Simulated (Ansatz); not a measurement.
Computed with Ansatz 0.2.0, DFT PBE, scalar-relativistic, plane waves, PAW. Several structures of Si5Ge were relaxed, and the powder pattern of one of them was computed from 10° to 70° in 2θ (λ = 1.5406 Å; lines under 1 % are left out).

Cu Kα1 powder pattern (kinematic, no thermal factors).
```json
{"2θ (°)": "15.15", "relative intensity": "15"}
{"2θ (°)": "17.78", "relative intensity": "21"}
{"2θ (°)": "24.04", "relative intensity": "11"}
{"2θ (°)": "28.01", "relative intensity": "100"}
{"2θ (°)": "28.02", "relative intensity": "100"}
{"2θ (°)": "30.56", "relative intensity": "4"}
{"2θ (°)": "31.99", "relative intensity": "13"}
{"2θ (°)": "32.46", "relative intensity": "6"}
{"2θ (°)": "32.47", "relative intensity": "3"}
{"2θ (°)": "36.01", "relative intensity": "5"}
{"2θ (°)": "40.80", "relative intensity": "7"}
{"2θ (°)": "41.94", "relative intensity": "6"}
{"2θ (°)": "41.94", "relative intensity": "3"}
{"2θ (°)": "45.19", "relative intensity": "3"}
{"2θ (°)": "45.19", "relative intensity": "2"}
{"2θ (°)": "46.55", "relative intensity": "22"}
{"2θ (°)": "46.57", "relative intensity": "89"}
{"2θ (°)": "46.58", "relative intensity": "22"}
{"2θ (°)": "49.24", "relative intensity": "2"}
{"2θ (°)": "50.22", "relative intensity": "3"}
{"2θ (°)": "50.23", "relative intensity": "2"}
{"2θ (°)": "55.22", "relative intensity": "28"}
{"2θ (°)": "55.23", "relative intensity": "14"}
{"2θ (°)": "55.23", "relative intensity": "28"}
{"2θ (°)": "55.24", "relative intensity": "14"}
{"2θ (°)": "56.72", "relative intensity": "1"}
{"2θ (°)": "56.73", "relative intensity": "2"}
{"2θ (°)": "57.62", "relative intensity": "2"}
{"2θ (°)": "57.63", "relative intensity": "1"}
{"2θ (°)": "57.90", "relative intensity": "1"}
{"2θ (°)": "57.92", "relative intensity": "1"}
{"2θ (°)": "60.22", "relative intensity": "2"}
{"2θ (°)": "64.44", "relative intensity": "1"}
{"2θ (°)": "64.45", "relative intensity": "1"}
{"2θ (°)": "66.89", "relative intensity": "1"}
{"2θ (°)": "67.97", "relative intensity": "14"}
{"2θ (°)": "67.99", "relative intensity": "7"}
```

Question: Which structure gives it?
A. Space group P4/mmm (No. 123), tetragonal, a = 3.283 Å, c = 8.653 Å. Si on a site of symmetry 4mm is surrounded by 9 Si at 2.63–2.73 Å, 1 Ge at 2.96 Å and 4 Si at 3.28 Å; around Si on a site of symmetry 4/mmm lie 10 Si at 2.60–2.69 Å and 4 Si at 3.28 Å; Ge is surrounded by 10 Si at 2.90–2.96 Å and 4 Ge at 3.28 Å; 1 more site not described.
B. Space group P-3m1 (No. 164), trigonal, a = 2.862 Å, c = 13.175 Å. Si on a site of symmetry 3m is surrounded by 6 Si at 2.64 Å and 6 Si at 2.86 Å; Si on a second site of symmetry 3m is surrounded by 3 Si at 2.64 Å, 6 Si at 2.86 Å and 3 Ge at 2.97 Å; around Ge lie 6 Ge at 2.86 Å and 6 Si at 2.97 Å; 1 more site not described.
C. Space group Imm2 (No. 44), orthorhombic, a = 3.898 Å, b = 11.690 Å, c = 5.511 Å. Si on a site of symmetry m is surrounded by 4 Si at 2.37 Å; Si on a second site of symmetry m has 3 Si at 2.37 Å and 1 Ge at 2.42 Å; Ge has 4 Si at 2.41–2.42 Å; 1 more site not described.

Answer: C. Its strongest line, at 2θ = 28.01°, has d = λ/(2 sin θ) = 3.183 Å and is the (1 0 1) reflection of the conventional Imm2 cell with a = 3.898 Å, b = 11.690 Å, c = 5.511 Å. The others have their strongest lines at 41.6° (A); 38.8° (B).

The cells needn't be stable.
